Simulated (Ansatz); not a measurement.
# FeCo3: the cost of one run

Computed with Ansatz 0.2.0 (DFT PBEsol, scalar-relativistic, plane waves, PAW, unless a step's input says otherwise).

1 further run of the same task is left out (set aside as unsound or not needed).

### Step 1. Starting point

Symmetry: Pm-3m, No. 221, cubic system. The conventional cell has a = 3.488 Å, b = 3.488 Å, c = 3.488 Å, α = 90.00°, β = 90.00°, γ = 90.00°. Around Fe (site symmetry m-3m) lie 12 Co at 2.47 Å. Around Co (site symmetry 4/mmm) lie 4 Fe at 2.47 Å and 8 Co at 2.47 Å.

Coordinates:

```
CELL_PARAMETERS angstrom
3.48765 0.00000 0.00000
0.00000 3.48765 0.00000
0.00000 0.00000 3.48765
ATOMIC_POSITIONS crystal
Fe 0.00000 0.00000 0.00000
Co 0.50000 0.50000 0.00000
Co 0.50000 0.00000 0.50000
Co 0.00000 0.50000 0.50000
```

It goes back to an entry of the Materials Project, which need not be the stable form.

It is the result of an earlier relaxation at this level (volume 10.61 Å³/atom; gap on the mesh: none (metal), site moments up to 2.5 μB).

### Step 2. Zero of the scan

Input file input.yaml:

```yaml
crystal:
  lattice:
    - [3.4876517781, 0.0, 0.0]
    - [0.0, 3.4876517781, 0.0]
    - [0.0, 0.0, 3.4876517781]
  atoms:
    - { symbol: Fe, position: [0.0, 0.0, 0.0], spin: 2.77 }
    - { symbol: Co, position: [0.5, 0.5, 0.0], spin: 1.78 }
    - { symbol: Co, position: [0.5, 0.0, 0.5], spin: 1.78 }
    - { symbol: Co, position: [0.0, 0.5, 0.5], spin: 1.78 }
basis:
  ecutwfc: 420
kpoints:
  mp_grid: { grid: [14, 14, 14] }
hamiltonian:
  xc: pbesol
scf:
  occupations: { method: gaussian, width: 0.15 }
output:
  forces: true
  stress: true
  eigenvalues: true
  populations: true
magnetization:
  spin_polarized: true
```

The run is started by

```
$ ansatz run input.yaml --threads 1 --pin off --max-ram 2560MiB --backend cpu --events-out ev --progress --plain --runs-dir out
```

What time and memory should one allow on 1 thread of Arm Neoverse V1, shared host?

About 53 s, with a peak of 0.65 GiB.
